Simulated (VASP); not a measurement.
Here is a VASP 6.6.1 calculation.

File run.py:

```python
from ase.calculators.vasp import Vasp
from ase.dft.bandgap import bandgap
from ase.spacegroup import crystal

atoms = crystal(
    ['Au'],
    basis=[[0.0, 0.0, 0.0]],
    spacegroup=225,
    setting=1,
    cellpar=[4.07, 4.07, 4.07, 90.0, 90.0, 90.0],
    primitive_cell=True,
)
calc = Vasp(
    directory='calc',
    xc='pbesol',
    pp='PBE',
    setups='materialsproject',
    prec='Accurate',
    encut=520,
    ediff=1e-06,
    ismear=-1,
    sigma=0.05,
    lreal=False,
    lasph=True,
    nelm=100,
    algo='Normal',
    isif=2,
    lwave=False,
    lcharg=True,
    lmaxmix=4,
    ivdw=12,
    kpts=[11, 11, 11],
    gamma=True,
    nbands=12,
)
atoms.calc = calc

print('energy (eV):', atoms.get_potential_energy())
print('free energy (eV):', atoms.get_potential_energy(force_consistent=True))
efermi = calc.get_fermi_level()
print('Fermi level (eV):', efermi)
path = atoms.cell.bandpath(npoints=60, eps=1e-4)
print('path:', path.path)
calc.set(kpts=path.kpts, reciprocal=True, icharg=11, isym=0, lcharg=False)
calc.calculate(atoms)
print('gap on the path (eV):', bandgap(calc, efermi=efermi)[0])
print('direct gap on the path (eV):', bandgap(calc, efermi=efermi, direct=True)[0])
```

Potentials or basis: VASP PAW PBE potentials, release 64 (Au).

Run with:

```sh
$ python run.py
```

What does it give for the dispersion energy per atom?

-0.639 eV.

Estimate the band gap along the path.

none (metal or under the smearing width).

Levels at the corners of the path, in eV from the Fermi level:
| point | band 3 | band 4 | band 5 | band 6 | band 7 | band 8 |
| --- | --- | --- | --- | --- | --- | --- |
| Γ | -4.74 | -4.74 | -3.18 | -3.18 | 14.48 | 18.54 |
| X | -2.00 | -1.62 | -1.62 | 0.92 | 5.83 | 9.98 |
| W | -5.23 | -3.35 | -1.62 | 4.74 | 6.30 | 6.30 |
| K | -3.89 | -2.89 | -2.08 | 3.84 | 4.66 | 7.47 |
| Γ | -4.74 | -4.74 | -3.18 | -3.18 | 14.48 | 18.54 |
| L | -4.78 | -1.95 | -1.95 | -1.08 | 3.11 | 13.93 |
| U | -3.89 | -2.89 | -2.08 | 3.84 | 4.66 | 7.47 |
| W | -5.23 | -3.35 | -1.62 | 4.74 | 6.30 | 6.30 |
| L | -4.78 | -1.95 | -1.95 | -1.08 | 3.11 | 13.93 |
| K | -3.89 | -2.89 | -2.08 | 3.84 | 4.66 | 7.47 |
| U | -3.89 | -2.89 | -2.08 | 3.84 | 4.66 | 7.47 |
| X | -2.00 | -1.62 | -1.62 | 0.92 | 5.83 | 9.98 |

Caveat: the log is that of the step along the path at fixed density, whose energy, stress, charges and moments have no meaning; spin-orbit coupling is left out, which moves the levels of the heavy elements.
